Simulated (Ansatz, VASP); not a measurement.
One calculation of Hf, two programs

The input INCAR:

```
ALGO = Normal ; EDIFF = 1E-6
ENCUT = 520 ; GGA = PE
ISIF = 2 ; ISMEAR = 0
LASPH = True ; LCHARG = False
LREAL = False ; LWAVE = False
NBANDS = 22 ; NELM = 100
PREC = Accurate ; SIGMA = 0.1
```

Contents of KPOINTS:

```
k-points
0
Gamma
  6 6 6
```

File POSCAR:

```
Hf
1.0
    4.7909055803      0.0000000000      0.0000000000
   -2.3954527902      4.1490459397      0.0000000000
    0.0000000000      0.0000000000      2.9197844766
Hf
3
Direct
    0.0000000000      0.0000000000      0.0000000000
    0.3333333333      0.6666666667      0.5000000000
    0.6666666667      0.3333333333      0.5000000000
```

Input for Ansatz:

```yaml
crystal:
  lattice:
    - [4.7909055803, 0.0, 0.0]
    - [-2.3954527902, 4.1490459397, 0.0]
    - [0.0, 0.0, 2.9197844766]
  atoms:
    - { symbol: Hf, position: [0.0, 0.0, 0.0] }
    - { symbol: Hf, position: [0.3333333333, 0.6666666667, 0.5] }
    - { symbol: Hf, position: [0.6666666667, 0.3333333333, 0.5] }
basis:
  ecutwfc: 420
kpoints:
  mp_grid: { grid: [6, 6, 6] }
hamiltonian:
  xc: pbe
scf:
  occupations: { method: gaussian, width: 0.1 }
output:
  forces: true
  stress: true
  eigenvalues: true
```

Alike in both runs: task single point; functional PBE; k mesh 6 × 6 × 6; occupations gaussian, width 0.1 eV; no spin polarisation.

```csv
,VASP,Ansatz
version,VASP 6.6.1,Ansatz 0.2.0
potentials or method,"VASP PAW PBE potentials, release 64 (Hf_pv)","scalar-relativistic, plane waves, PAW"
plane-wave cutoff (eV),520,420
valence electrons in the cell,30,78
```

|  | VASP | Ansatz | Ansatz less VASP |
| --- | --- | --- | --- |
| gap on the k mesh at the Fermi level (eV) | none | none | - |
| pressure (GPa) | 19.3 | 19.7 | +0.49 |
| largest component of the traceless stress (GPa) | 4.95 | 4.78 | -0.167 |

A gap of «none» marks a metal or a gap that the smearing closes. The two sets of potentials don't hold the same shells in valence.

Caveats: so large a pressure means that the cell lies far from this level's equilibrium, or that cutoff or potentials fall short (VASP). Spin-orbit coupling is left out, which matters for the levels of Hf.
